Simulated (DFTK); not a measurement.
# Ge (Fd-3m) in DFTK: further runs, part 2 of 2

DFTK 0.8.2. Earlier steps stand in the parts before.

**3. Band structure, BJ06**

Contents of run.jl:

```julia
using DFTK
using PseudoPotentialData
using Unitful, UnitfulAtomic
using LinearAlgebra, Printf
include("save.jl")
disable_threading()

lines = readlines("Ge.cif")
tag(name) = parse(Float64, split(only(filter(startswith(name), lines)))[2])
a, b, c = tag.(["_cell_length_a", "_cell_length_b", "_cell_length_c"])
α, β, γ = deg2rad.(tag.(["_cell_angle_alpha", "_cell_angle_beta", "_cell_angle_gamma"]))
cx, cy  = cos(β), (cos(α) - cos(β) * cos(γ)) / sin(γ)
lattice = austrip(1u"Å") * [a b*cos(γ) c*cx; 0 b*sin(γ) c*cy; 0 0 c*sqrt(1 - cx^2 - cy^2)]
sites     = split.(lines[findlast(startswith("_atom_site_"), lines)+1:end])
symbols   = [Symbol(s[2]) for s in sites]
positions = [parse.(Float64, s[5:7]) for s in sites]
pseudopotentials = PseudoFamily("cp2k.nc.sr.pbe.v0_1.semicore.gth")
elements = Dict(s => ElementPsp(s, pseudopotentials) for s in unique(symbols))
atoms    = [elements[s] for s in symbols]

build_model(lattice, positions; symmetries=true) =
    model_DFT(lattice, atoms, positions;
              functionals=[:mgga_x_tb09, :lda_c_pw],
              temperature=austrip(0.05u"eV"),
              smearing=Smearing.FermiDirac(),
              symmetries)
Ecut  = 29.0  # hartree
kgrid = [8, 8, 8]
tol   = 1e-6
to_GPa = ustrip(uconvert(u"GPa", 1u"hartree/bohr^3"))

model = build_model(lattice, positions)
basis = PlaneWaveBasis(model; Ecut, kgrid)
display(basis)
scfres = self_consistent_field(basis;
                               tol,
                               nbandsalg=AdaptiveBands(model; n_bands_converge=9))
display(scfres.energies)
@printf "Fermi level: %.6f eV\n" ustrip(auconvert(u"eV", something(scfres.εF, NaN)))
println("Levels at the first k-point (eV): ", round.(ustrip.(auconvert.(u"eV", scfres.eigenvalues[1][1:scfres.n_bands_converge])); digits=4))
save_scf!(scfres)

points = Dict("G" => [0.0, 0.0, 0.0], "K" => [0.375, 0.375, 0.75], "L" => [0.5, 0.5, 0.5], "U" => [0.625, 0.25, 0.625], "W" => [0.5, 0.25, 0.75], "X" => [0.5, 0.0, 0.5])
segments = [("G", "X", 7), ("X", "W", 4), ("W", "K", 3), ("K", "G", 7), ("G", "L", 6), ("L", "U", 4), ("U", "W", 3), ("W", "L", 5), ("L", "K", 4), ("U", "X", 3)]
kcoords = vcat([[points[a] + t * (points[b] - points[a]) for t in range(0, 1, n)] for (a, b, n) in segments]...)
bands = compute_bands(scfres, ExplicitKpoints(kcoords); n_bands=11, tol=1e-5)
for (k, ε) in zip(bands.basis.kpoints, bands.eigenvalues)
    @printf "%d %8.4f %8.4f %8.4f " k.spin k.coordinate...
    println(join([@sprintf("%9.4f", e) for e in ustrip.(auconvert.(u"eV", ε .- scfres.εF))]))
end
results["band_energies"] = rows(bands.eigenvalues); results["band_kpoints"] = rows(kcoords)
```

Contents of Ge.cif:

```cif
data_Ge
_cell_length_a 4.00068289
_cell_length_b 4.00068289
_cell_length_c 4.00068289
_cell_angle_alpha 60.00000000
_cell_angle_beta 60.00000000
_cell_angle_gamma 60.00000000
_space_group_name_H-M_alt 'P1'
_space_group_name_Hall 'P 1'
_space_group_IT_number 1
loop_
_space_group_symop_operation_xyz
'x,y,z'
loop_
_atom_site_label
_atom_site_type_symbol
_atom_site_symmetry_multiplicity
_atom_site_Wyckoff_symbol
_atom_site_fract_x
_atom_site_fract_y
_atom_site_fract_z
_atom_site_occupancy
Ge1 Ge 1 a 0.7500000000 0.7500000000 0.7500000000 1
Ge2 Ge 1 a 0.5000000000 0.5000000000 0.5000000000 1
```

Potentials or basis: cp2k.nc.sr.pbe.v0_1.semicore.gth (PBE, GTH).

Launch:

```bash
$ julia --threads=1 run.jl  # save.jl only writes the numbers to a file and isn't shown; printed stress counts tension as positive; times include loading and compiling
```

The log of the run:

```text
PlaneWaveBasis discretization:

    Ecut                 : 29.0 Ha
    fft_size             : (40, 40, 40), 64000 total points
    kgrid                : MonkhorstPack([8, 8, 8])
    num.   red. kpoints  : 512
    num. irred. kpoints  : 29

    Discretized Model(mgga_x_tb09+lda_c_pw, 3D):
        lattice (in Bohr)    : [7.56019   , 3.7801    , 3.7801    ]
                               [0         , 6.54732   , 2.18244   ]
                               [0         , 0         , 6.17287   ]
        unit cell volume     : 305.55 Bohr³

        atoms                : Ge₂
        pseudopot. family    : PseudoFamily("cp2k.nc.sr.pbe.v0_1.semicore.gth")

        num. electrons       : 8
        spin polarization    : none
        temperature          : 0.0018375 Ha
        smearing             : DFTK.Smearing.FermiDirac()

        terms                : Kinetic()
                               AtomicLocal()
                               AtomicNonlocal()
                               Ewald(nothing)
                               PspCorrection()
                               Hartree()
                               Xc(mgga_x_tb09, lda_c_pw)
                               Entropy()
n     Energy            log10(ΔE)   log10(Δρ)   log10(Δτ)   Diag   Δtime
---   ---------------   ---------   ---------   ---------   ----   ------
  1   -5.865277541168                   -0.70       -0.67    4.1    9.02s
  2   -5.883329053734       -1.74       -1.17       -2.07    1.1    8.85s
┌ Warning: Exchange-correlation term: the kinetic energy density τ is smaller than the von Weizsäcker kinetic energy density τ_W somewhere. This can lead to unphysical results. This can be caused by pseudopotentials without a non-linear core correction for τ, a too small Ecut value or an unphysical initial guess for τ. This message is only logged once.
└ @ DFTK xc.jl:436
  3   -5.876175220370   +   -2.15       -1.86       -2.70    2.7    7.61s
  4   -5.877409150498       -2.91       -2.56       -3.02    1.3    5.53s
  5   -5.877243889682   +   -3.78       -3.28       -3.79    2.7    7.00s
  6   -5.877158258440   +   -4.07       -4.01       -4.43    2.1    5.36s
  7   -5.877164406272       -5.21       -4.32       -5.35    2.6    6.57s
  8   -5.877149101101   +   -4.82       -4.87       -5.21    2.1    6.34s
  9   -5.877151892309       -5.55       -5.41       -5.99    2.0    7.16s
 10   -5.877151108257   +   -6.11       -5.77       -6.67    2.2    5.67s
 11   -5.877151278399       -6.77       -6.27       -6.78    1.6    5.89s
Energy breakdown (in Ha):
    Kinetic             3.0282140
    AtomicLocal         -2.2133494
    AtomicNonlocal      0.7843234
    Ewald               -8.0612554
    PspCorrection       0.3837632
    Hartree             0.5678809
    Xc                  -0.3667273
    Entropy             -0.0000006

    total               -5.877151278399
Fermi level: 4.406409 eV
Levels at the first k-point (eV): [-8.4483, 4.0911, 4.0911, 4.0911, 4.9817, 6.8867, 6.8867, 6.8867, 10.772]
1   0.0000   0.0000   0.0000  -12.8548  -0.3153  -0.3153  -0.3153   0.5753   2.4803   2.4803   2.4803   6.3656   9.0322   9.0322
1   0.0833   0.0000   0.0833  -12.7418  -1.5746  -0.7593  -0.7593   1.7880   2.1407   3.0738   3.0738   6.9619   7.7928   9.1516
1   0.1667   0.0000   0.1667  -12.4030  -3.1624  -1.5602  -1.5602   1.4951   2.9376   4.3152   4.3152   6.5847   8.3644   9.5103
1   0.2500   0.0000   0.2500  -11.8434  -4.7232  -2.2995  -2.2995   0.9232   2.7781   5.7669   5.7669   7.0071  10.1086  10.1295
1   0.3333   0.0000   0.3333  -11.0713  -6.2281  -2.8626  -2.8626   0.5608   1.8999   7.2935   7.2935   8.4969  10.9476  11.8726
1   0.4167   0.0000   0.4167  -10.1001  -7.6482  -3.2108  -3.2108   0.4594   1.1323   8.7967   8.7967  10.1653  12.0283  12.6126
[... 38 lines left out ...]
1   0.5625   0.1250   0.5625   -9.0462  -8.8017  -3.9018  -3.2164   0.7564   1.7304   8.7607   8.8805   9.8528  10.9241  12.6263
1   0.5000   0.0000   0.5000   -8.9500  -8.9500  -3.3283  -3.3283   0.6456   0.6456   9.7131   9.7131  11.7068  11.7068  12.2631
```

Run time: 2 min. Hardware: 1 thread of AMD EPYC, shared host; peak memory 1.5 GiB.

What came out:

```
Band gap on the k mesh  : 0.66 eV, indirect (least direct gap 0.89 eV)
Band gap along the path : 0.66 eV, indirect (least direct gap 0.89 eV)
```

Levels at the corners of the path, in eV from the valence-band top:
```
point  band 1  band 2  band 3  band 4  band 5  band 6  band 7  band 8  band 9
    Γ  -12.54    0.00    0.00    0.00    0.89    2.80    2.80    2.80    6.68
    X   -8.63   -8.63   -3.01   -3.01    0.96    0.96   10.03   10.03   12.02
    W   -8.53   -8.53   -3.84   -3.84    4.71    4.71    4.81    4.81   11.25
    K   -9.10   -8.04   -4.27   -2.58    1.39    4.33    7.67    7.73    8.30
    Γ  -12.54    0.00    0.00    0.00    0.89    2.80    2.80    2.80    6.68
    L  -10.44   -7.40   -1.36   -1.36    0.66    3.92    3.92    7.37   10.79
    U   -9.10   -8.04   -4.27   -2.58    1.39    4.33    7.67    7.73    8.30
    W   -8.53   -8.53   -3.84   -3.84    4.71    4.71    4.81    4.81   11.25
    L  -10.44   -7.40   -1.36   -1.36    0.66    3.92    3.92    7.37   10.79
    K   -9.10   -8.04   -4.27   -2.58    1.39    4.33    7.67    7.73    8.30
    U   -9.10   -8.04   -4.27   -2.58    1.39    4.33    7.67    7.73    8.30
    X   -8.63   -8.63   -3.01   -3.01    0.96    0.96   10.03   10.03   12.02
```

Caveat: the program leaves the constant c of mgga_x_tb09 at 1, so the potential is Becke-Johnson's (BJ06) and not Tran and Blaha's, with levels but no total energy; GTH potentials come without recommended cutoffs, and this one wasn't checked for convergence; the program warned that the kinetic-energy density falls under its von Weizsäcker bound, which can give unphysical results; the potentials were made for another functional, which shifts forces and pressure.

**4. The reference run**

An earlier run on the cell as given: functional PBE; potentials or basis dojo.nc.sr.pbe.v0_4_1.standard.upf (PBE); cutoff 1061 eV; k mesh 8 × 8 × 8; occupations fermi-dirac, width 0.05 eV; no spin polarisation.

* Pressure: 3.7 GPa
* Band gap on the k mesh: none (metal or under the smearing width)

**5. Overview**

```csv
task,level,potentials or basis,k mesh,cutoff (eV),valence electrons,SCF solver,gap on the mesh (eV),pressure (GPa)
band structure,TASK,"in-house norm-conserving set (r2SCAN, scalar relativistic)",5 × 5 × 5,1225,Ge 14,ScfAndersonSolver,0.71,5.5
band structure,BJ06,"cp2k.nc.sr.pbe.v0_1.semicore.gth (PBE, GTH)",8 × 8 × 8,789,Ge 4,-,0.66,-
single point,PBE,dojo.nc.sr.pbe.v0_4_1.standard.upf (PBE),8 × 8 × 8,1061,Ge 14,-,none,3.7
```

Alike in all rows: no spin polarisation; cell as given; smearing fermi-dirac 0.05 eV.

Caveats: the potentials were made for another functional, which shifts forces and pressure (some runs); the program leaves the constant c of mgga_x_tb09 at 1, so the potential is Becke-Johnson's (BJ06) and not Tran and Blaha's, with levels but no total energy (some runs); GTH potentials come without recommended cutoffs, and this one wasn't checked for convergence (some runs); the program warned that the kinetic-energy density falls under its von Weizsäcker bound, which can give unphysical results (some runs); this crystal is a semiconductor, whose small gap the functional closes, so the metal is an error of the method (some runs).

Absolute energies hang on the potentials; compare differences alone.

**6. Against experiment**

Step 2. A measured gap of Ge is 0.744 eV (indirect; 0 K; “Temperature-dependent photoluminescence in Ge: experiment and theory”, 2020, arxiv:2003.00143); the calculated 0.71 eV misses it by -0.04 eV. 3 values of this kind are on record (0.666 to 0.807 eV); this one was drawn at random among those near their median. Spin-orbit coupling on Ge is left out. The value is that of TASK, without temperature or zero-point motion.

Step 3. Against the measured gap of Ge, 0.744 eV (indirect; 0 K; “Temperature-dependent photoluminescence in Ge: experiment and theory”, 2020, arxiv:2003.00143), the calculated 0.66 eV is off by -0.09 eV. 2 values of this kind are on record (0.666 to 0.744 eV); this one was drawn at random. Spin-orbit coupling on Ge is left out. The value is that of BJ06, without temperature or zero-point motion.
